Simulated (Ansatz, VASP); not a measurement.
This is a calculation of ZnS for Ansatz 0.2.0.

File input.yaml:

```yaml
crystal:
  lattice:
    - [0.0, 2.6468416657, 2.6468416657]
    - [2.6468416657, 0.0, 2.6468416657]
    - [2.6468416657, 2.6468416657, 0.0]
  atoms:
    - { symbol: Zn, position: [0.75, 0.75, 0.75] }
    - { symbol: S, position: [0.0, 0.0, 0.0] }
kpoints:
  mp_grid: { grid: [9, 9, 9] }
scf:
  occupations: { method: fermi_dirac, width: 0.05 }
hamiltonian:
  xc: lda
  pseudopotentials: { kind: all_electron, lapw: { basis_error: 0.001 } }
output:
  forces: true
  stress: true
  eigenvalues: true
```

Potentials or basis: all-electron LAPW, scalar-relativistic.

Launch:

```console
$ ansatz run input.yaml --threads 1 --pin off --max-ram 3072MiB --backend cpu --events-out ev --progress --plain --runs-dir out
```

Task: Translate it to VASP 6.6.1. Potentials there: VASP PAW LDA potentials, release 64 (Zn, S).

Result: As run (the cutoff follows the program's own potentials):

INCAR

```
SYSTEM = ZnS
ALGO     = Normal         ! electronic algorithm
EDIFF    = 1E-7           ! SCF threshold, eV
ENCUT    = 520            ! plane-wave cutoff, eV
GGA      = CA             ! functional
ISIF     = 2              ! what is computed and relaxed
ISMEAR   = -1             ! smearing method
LASPH    = .TRUE.         ! aspherical terms in the spheres
LCHARG   = .FALSE.        ! write CHGCAR
LREAL    = .FALSE.        ! projectors in reciprocal space
LWAVE    = .FALSE.        ! write WAVECAR
NBANDS   = 16             ! bands
NELM     = 80             ! most SCF steps
PREC     = Accurate       ! precision mode
SIGMA    = 0.05           ! smearing width, eV
```

File KPOINTS:

```
k-points
0
G
  9 9 9
  0 0 0
```

The input POSCAR:

```
ZnS
1.0
    0.0000000000      2.6468416657      2.6468416657
    2.6468416657      0.0000000000      2.6468416657
    2.6468416657      2.6468416657      0.0000000000
Zn S
1 1
Direct
    0.7500000000      0.7500000000      0.7500000000
    0.0000000000      0.0000000000      0.0000000000
```

Potentials or basis: VASP PAW LDA potentials, release 64 (Zn, S).

The run is started by

```console
$ cat potpaw_LDA.64/Zn/POTCAR potpaw_LDA.64/S/POTCAR > POTCAR
$ mpirun -np 1 vasp_std > vasp.out
```

Both were run:

|  | VASP | Ansatz | Ansatz less VASP |
| --- | --- | --- | --- |
| gap on the k mesh at the Fermi level (eV) | 2.17 | 2.13 | -0.033 |
| least direct gap on the mesh (eV) | 2.17 | 2.13 | -0.033 |
| pressure (GPa) | 0.4 | 0.2 | -0.25 |

Ansatz ran all-electron here, so the differences hold the error of VASP's frozen core and of both bases.
